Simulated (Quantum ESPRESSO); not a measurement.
Write the native input for Quantum ESPRESSO 7.5 that does the following.

- Task: single point
- Functional: PBE
- Potentials or basis: SSSP 1.3 efficiency PBE
- Cutoff: 816 eV
- Density cutoff: 6531 eV
- k mesh: 10 × 10 × 6
- Occupations: fermi-dirac, width 0.05 eV
- Spin: no spin polarisation
- Mixing beta: 0.5
- Most SCF iterations: 120
- SCF threshold: 8e-10 Ry

Crystal: AlN.

```xyz
4
Lattice="3.1130 0.0000 0.0000 -1.5565 2.6959 0.0000 0.0000 0.0000 4.9810" Properties=species:S:1:pos:R:3 pbc="T T T"
Al    1.5445    0.9099    2.4991
Al   -0.0289    1.8073   -0.0305
N     1.5019    0.8529    4.3273
N    -0.0145    1.7877    1.8684
```

The cell isn't the ideal one: atoms moved at random, drawn with an rms of 0.05 Å.

One way to write it, as run:

pw.in

```
&CONTROL
  calculation = 'scf'
  prefix = 'pwscf'
  outdir = './tmp'
  pseudo_dir = './pseudo'
  tprnfor = .true.
  tstress = .true.
  disk_io = 'nowf'
/
&SYSTEM
  ibrav = 0
  nat = 4
  ntyp = 2
  ecutwfc = 60
  ecutrho = 480
  nbnd = 14
  occupations = 'smearing'
  smearing = 'fd'
  degauss = 0.00367493
/
&ELECTRONS
  conv_thr = 8d-10
  electron_maxstep = 120
  mixing_beta = 0.5
/
ATOMIC_SPECIES
Al    26.9815 Al.pbe-n-kjpaw_psl.1.0.0.UPF
N     14.0070 N.pbe-n-radius_5.UPF
CELL_PARAMETERS angstrom
   3.1130000000    0.0000000000    0.0000000000
  -1.5565000000    2.6959370820    0.0000000000
   0.0000000000    0.0000000000    4.9810000000
ATOMIC_POSITIONS crystal
Al     0.6648880000    0.3374970000    0.5017330000
Al     0.3259010000    0.6703850000   -0.0061290000
N      0.6406570000    0.3163710000    0.8687530000
N      0.3268930000    0.6631110000    0.3751070000
K_POINTS automatic
10 10 6 0 0 0
```

Potentials or basis: SSSP 1.3 efficiency PBE.

Launch:

```console
$ OMP_NUM_THREADS=1 pw.x -in pw.in > pw.out
```

It gave:

* Pressure: 4.5 GPa
* Largest force: 1.411 eV/Å
* Band gap on the k mesh: 4.25 eV, direct

Run time: 2.4 min on 1 thread of Arm Neoverse V2, with other jobs on the host, peak memory 0.36 GiB.
